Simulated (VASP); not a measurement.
Input of a VASP 6.6.1 run:

Contents of INCAR:

```
ALGO     = Normal         # electronic algorithm
EDIFF    = 1E-6           # SCF threshold, eV
EDIFFG   = -0.01          # ionic threshold
ENCUT    = 300            # plane-wave cutoff, eV
GGA      = PE             # functional
IBRION   = 2              # ionic algorithm
ISIF     = 3              # what is computed and relaxed
ISMEAR   = 1              # smearing method
LASPH    = True           # aspherical terms in the spheres
LCHARG   = False          # write CHGCAR
LREAL    = False          # projectors in reciprocal space
LWAVE    = False          # write WAVECAR
NELM     = 80             # most SCF steps
NSW      = 90             # ionic steps
PREC     = Accurate       # precision mode
SIGMA    = 0.1            # smearing width, eV
```

File KPOINTS:

```
k-points
0
Gamma
  8 8 5
```

The input POSCAR:

```
Ru
1.0
    2.7058000000      0.0000000000      0.0000000000
   -1.3529000000      2.3432915376      0.0000000000
    0.0000000000      0.0000000000      4.2819000000
Ru
2
Direct
    0.3333333333      0.6666666667      0.2500000000
    0.6666666667      0.3333333333      0.7500000000
```

Potentials or basis: VASP PAW PBE potentials, release 64 (Ru).

Launch:

```sh
$ cat potpaw_PBE.64/Ru/POTCAR > POTCAR
$ mpirun -np 1 vasp_std > vasp.out
```

Question: What does it give for the relaxed volume?

Answer: 13.61 Å³/atom.

Question: What does it give for the space group after relaxing (to 0.05 Å)?

Answer: P6_3/mmc (No. 194).

Question: Estimate the band gap on the k mesh.

Answer: None (metal or under the smearing width).

The path:
```tsv
step	energy change (eV)	largest force (eV/Å)	pressure (GPa)	volume (Å³)
1	0.0000	0.0000	0.85	27.15
2	0.0012	0.0000	-2.35	27.43
3	-0.0004	0.0000	-0.24	27.24
4	-0.0004	0.0000	0.28	27.20
5	-0.0005	0.0000	0.02	27.22
```
